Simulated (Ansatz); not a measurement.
The cell is COD entry 9008490, as deposited and not checked against the literature; nothing was relaxed. The listed cell was then made from it by scaling, straining or moving an atom.

Cd: DFT, PBE, all-electron PAW with datasets made for the crystal, scalar-relativistic (Ansatz 0.2.0). What sets it apart from a plain run of this crystal: zz strain of -1 %.

Command: `ansatz run input.yaml --threads 1 --pin off --max-ram 3072MiB --backend cpu --events-out ev --progress --plain --runs-dir out` The run took 8.8 s on 1 thread of Intel(R) Xeon(R) Platinum 8488C (Sapphire Rapids), on a shared host, peak memory 0.45 GiB.

```yaml
crystal:
  lattice:
    - [2.9788725081, 0.0, 0.0]
    - [-1.489436254, 2.5797792666, 0.0]
    - [0.0, 0.0, 5.5614735]
  atoms:
    - { symbol: Cd, position: [0.3333333333, 0.6666666667, 0.25] }
    - { symbol: Cd, position: [0.6666666667, 0.3333333333, 0.75] }
kpoints:
  mp_grid: { grid: [14, 14, 7] }
scf:
  occupations: { method: fermi_dirac, width: 0.05 }
hamiltonian:
  xc: pbe
  pseudopotentials: { kind: all_electron, datasets: crystal }
output:
  forces: true
  stress: true
  eigenvalues: true
  efg: { contact_densities: true }
```

Output (standing set-up lines are left out):

```
Crystal: 2 atoms, lattice volume = 42.739 Å³
Basis set: ecut = 260 eV, 387 PW (Γ), exchange–correlation on 32×32×60 points (8 copies of the dense FFT grid, shifted against one another)
iter 1 solved again at ethr=1.99e-3 eV; its pass at ethr=1.00e-1 eV (dr2=4.78e-1 eV) is discarded
SCF iter   1: F=—  HF=-304470.997541 eV  |F-HF|=—  |Δ(HF+E_count)|=         —  Δρ=2.87e-2  dr2=4.52e-1  ethr=1.99e-3  ⟨swp⟩=3.8  Hψ=9247  notcnv=0
preconditioner: auto → Kerker (q_TF=auto, 2.478 Å⁻¹)  [metal: Δε(μ)=0.047 eV  Ē_g=13.663 eV  σ=0.050 eV  W_gap=0.22  n_scr=10 (ndim 8)  ℏωp=27.8 eV  f_vac=0.000  D(μ)=0.71/eV (n_scr^D=2)]
SCF iter   2: F=—  HF=-304470.885520 eV  |F-HF|=—  |Δ(HF+E_count)|=   1.12e-1  Δρ=1.72e-2  dr2=1.63e-1  ethr=1.88e-3  ⟨swp⟩=2.0  Hψ=3266  notcnv=0  defer=2
iter 3 solved again at ethr=3.86e-5 eV; its pass at ethr=6.79e-4 eV (dr2=9.27e-3 eV) is discarded
SCF iter   3: F=—  HF=-304470.844448 eV  |F-HF|=—  |Δ(HF+E_count)|=   4.11e-2  Δρ=4.38e-3  dr2=9.13e-3  ethr=3.86e-5  ⟨swp⟩=2.0  Hψ=6830  notcnv=0  defer=2
SCF iter   4: F=—  HF=-304470.846941 eV  |F-HF|=—  |Δ(HF+E_count)|=   2.49e-3  Δρ=2.36e-3  dr2=1.31e-3  ethr=3.81e-5  ⟨swp⟩=3.0  Hψ=3669  notcnv=0  defer=1
SCF iter   5: F=—  HF=-304470.849071 eV  |F-HF|=—  |Δ(HF+E_count)|=   2.13e-3  Δρ=6.06e-4  dr2=1.36e-4  ethr=5.48e-6  ⟨swp⟩=3.0  Hψ=3046  notcnv=0  defer=1
SCF iter   6: F=—  HF=-304470.849141 eV  |F-HF|=—  |Δ(HF+E_count)|=   7.08e-5  Δρ=1.33e-4  dr2=5.88e-6  ethr=5.68e-7  ⟨swp⟩=3.0  Hψ=3971  notcnv=0  defer=2
SCF iter   7: F=—  HF=-304470.849147 eV  |F-HF|=—  |Δ(HF+E_count)|=   5.35e-6  Δρ=4.94e-5  dr2=1.33e-6  ethr=2.45e-8  ⟨swp⟩=3.0  Hψ=3051  notcnv=0
SCF iter   8: F=—  HF=-304470.849147 eV  |F-HF|=—  |Δ(HF+E_count)|=   1.39e-7  Δρ=1.55e-5  dr2=1.06e-7  ethr=5.56e-9  ⟨swp⟩=3.0  Hψ=3952  notcnv=0
SCF iter   9: F=-304470.849147 eV  HF=-304470.849147 eV  |F-HF|=4.07e-10  |Δ(HF+E_count)|=   4.25e-9  Δρ=3.23e-6  dr2=5.43e-9  ethr=4.41e-10  ⟨swp⟩=3.0  Hψ=3059  notcnv=0
SCF 1 converged in 9 iterations: F = -304470.849148 eV  dr2 = 5.43e-9
  Residual-converged pass: ⟨swp⟩=3.0  Hψ=3076  notcnv=0  max |occ|·‖R‖ = 5.3e-6 eV (tolerance 5.3e-6 eV)  dr2=5.34e-9  dr2_onsite=3.12e-10  max |Δocc| = 1.9e-9
  greatest PAW one-centre occupation: 0.960 electrons in one spin orbital (limit 2), on the Cd atom at site 0 (counted from 0), in its partial waves of l = 2
SCF converged after 9 iterations
Free energy (F): -304470.849148 eV
Harris-Foulkes:  -304470.849148 eV  (|F-HF|=4.07e-10)
Internal energy: -304470.843483 eV  (E = F + TS)
E sigma→0 (E₀):  -304470.846315 eV
Entropy (-TS):   -0.005665 eV (-2.833 meV/atom)
Past the cutoff: the bands carry plane waves up to 1.75 times it, of which those up to 1.5 times it add -0.000347 eV an atom, each by itself; the spheres take 0.000452 eV an atom off the energy for waves past 1.75 times it
By the cutoff:   a pressure is off by up to 0.008 GPa (1.2 times the spheres' own share and the shells' term, over an atom's volume, and 0.004 GPa: a bound that held against runs at twice the plane waves)
Past the cutoffs: a stress includes 0.0007 GPa for waves and charges beyond them, in addition to the slope of what the spheres take
In the spheres:  the bands' charges fall short by 4.5e-8 e at most (sound up to 1e-3)
Fermi energy:    16.075819 eV
--- Per-component energies (eV) ---
  The terms above E_closure are by the made datasets' own strengths, without shells solved beside the bands.
--- Forces (eV/Å), atoms counted from 1 ---
  atom   1  Cd     0.00000000    -0.00000000     0.00000000
  atom   2  Cd    -0.00000000    -0.00000000     0.00000000
  max |Σ_I F_I| component: 9.25e-18 eV/Å
--- Stress (GPa, compression-positive) ---
        3.890647       0.000000       0.000000
        0.000000       3.890647       0.000000
        0.000000       0.000000       2.601055
  P = ⅓ Tr σ = 3.4608 GPa (34.608 kbar)
--- PAW observables at the nuclei: V_zz in 10²¹ V/m², potentials from the cell's mean, atoms counted from 1 ---
  atom   1  Cd V_zz =    +7.245225   η = 0.0000   by run symmetry: allowed
            electrostatic potential = -7710.510771 V   contact ρ = 1035926.550667 e/Å³
  atom   2  Cd V_zz =    +7.245225   η = 0.0000   by run symmetry: allowed
            electrostatic potential = -7710.510771 V   contact ρ = 1035926.550667 e/Å³
--- Band table (eV; the first three rows and the last of 96) ---
  k-point 0: bands = ["6.1337", "6.4214", "6.7739", "6.7739", "6.8289", "6.8289", "7.1063", "7.2874", "7.2874", "7.5580", "7.5580", "12.9944", "13.1398", "26.6862", "29.7299"]
  k-point 1: bands = ["6.1477", "6.4069", "6.7723", "6.7723", "6.8229", "6.8229", "7.2320", "7.3052", "7.3052", "7.5480", "7.5480", "11.5237", "14.8125", "25.5122", "29.7425"]
  k-point 2: bands = ["6.1870", "6.3664", "6.7713", "6.7713", "6.8077", "6.8077", "7.3517", "7.3517", "7.5183", "7.5183", "7.6082", "10.1978", "16.7413", "23.3482", "29.7774"]
  k-point 95: bands = ["6.5539", "6.5784", "6.7229", "6.7524", "6.9065", "6.9917", "7.1677", "7.1698", "7.5324", "7.5566", "16.3683", "16.5400", "17.3124", "17.5199", "18.4240"]
```
